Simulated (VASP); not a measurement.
A run of VASP 6.6.1 is set up as follows.

The input INCAR:

```
PREC = Accurate
ENCUT = 480
EDIFF = 1E-7
ISMEAR = 0
SIGMA = 0.1
LREAL = False
LASPH = True
NELM = 60
ALGO = Normal
ISIF = 3
LWAVE = False
LCHARG = False
GGA = PS
IBRION = 2
NSW = 90
EDIFFG = -0.005
```

The input KPOINTS:

```
regular mesh
0
Gamma
  12 12 12
```

File POSCAR:

```
Bi
1.0
    2.2675000000      1.3091417400      3.9380000000
   -2.2675000000      1.3091417400      3.9380000000
    0.0000000000     -2.6182834700      3.9380000000
Bi
2
Direct
    0.2340000000      0.2340000000      0.2340000000
    0.7660000000      0.7660000000      0.7660000000
```

Potentials or basis: VASP PAW PBE potentials, release 64 (Bi_d).

Launch:

```bash
$ cat potpaw_PBE.64/Bi_d/POTCAR > POTCAR
$ mpirun -np 1 vasp_std > vasp.out
```

Q: Estimate the band gap on the k mesh.

A: None (metal or under the smearing width).

Q: Predict the relaxed cell.

A: a = 4.674 Å, b = 4.674 Å, c = 4.674 Å, α = 57.90°, β = 57.90°, γ = 57.90°.

Final structure:
```xyz
2
Lattice="2.2624 1.3062 3.8760 -2.2624 1.3062 3.8760 0.0000 -2.6124 3.8760" Properties=species:S:1:pos:R:3 pbc="T T T"
Bi    0.0000    0.0000    2.7549
Bi    0.0000    0.0000    8.8732
```

Caveat: spin-orbit coupling is left out, which moves the levels of the heavy elements.
